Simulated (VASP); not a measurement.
# GaN: band structure with PBE-EpsX

**Measured values to compare with.**

From “Studying electronic properties in GaN without electrical contacts using γ-γ vs e−-γ Perturbed Angular Correlations”, 2019, pmc:6823545, for a bulk crystal of GaN: band gap 3.503 ± 0.005 eV (direct).

GaN:

```xyz
4
Lattice="3.1802 0.0000 0.0000 -1.5901 2.7542 0.0000 0.0000 0.0000 5.1832" Properties=species:S:1:pos:R:3 pbc="T T T"
Ga    0.0000    1.8361    5.1793
Ga    1.5901    0.9181    2.5877
N     0.0000    1.8361    1.9476
N     1.5901    0.9181    4.5393
```

- Program: VASP 6.6.1
- Task: band structure
- Functional: PBE-EpsX
- Potentials or basis: VASP PAW PBE potentials, release 64 (Ga_d, N)
- Cutoff: 520 eV
- k mesh: 6 × 6 × 3
- Occupations: gaussian, width 0.03 eV
- Spin: no spin polarisation
- Grid for exact exchange (PRECFOCK): Fast
- Exchange at q = 0: truncated
- Share of exact exchange: 0.1728
- Further INCAR settings: ALGO = Normal; EDIFF = 1e-07

The pressure is 2.1 GPa and the largest force is 0.015 eV/Å. The band gap on the k mesh is 3.30 eV, direct and the band gap along the path is 3.30 eV, direct.

Forces on the atoms (eV/Å):
```
Ga   0.000  0.000 -0.015
Ga   0.000  0.000 -0.015
N    0.000  0.000  0.015
N    0.000  0.000  0.015
```

Stress tensor (GPa, compression positive):
```
2.20 0.00 0.00
0.00 2.20 0.00
0.00 0.00 1.78
```

Levels at points of the mesh, in eV from the valence-band top:
```csv
k point,band 15,band 16,band 17,band 18,band 19,band 20,band 21,band 22
"(0.00, 0.00, 0.00)",-1.11,-0.06,0.00,0.00,3.30,5.78,10.97,11.54
"(0.50, 0.00, 0.00)",-4.47,-2.93,-2.34,-1.07,6.47,7.08,7.51,10.45
```

Run time: 12 min on 4 MPI ranks on Intel(R) Xeon(R) 6975P-C (Granite Rapids) (shared host), peak memory 0.5 GiB a rank.

Measured gap of GaN: 3.503 eV (direct; quoted in “Studying electronic properties in GaN without electrical contacts using γ-γ vs e−-γ Perturbed Angular Correlations”, 2019, pmc:6823545). This calculation gives 3.30 eV (-0.20 eV). Spin-orbit coupling on Ga is left out. The value is that of PBE-EpsX, without temperature or zero-point motion.

Caveat: the PAW data sets were made with another functional, which shifts forces and pressure a little.
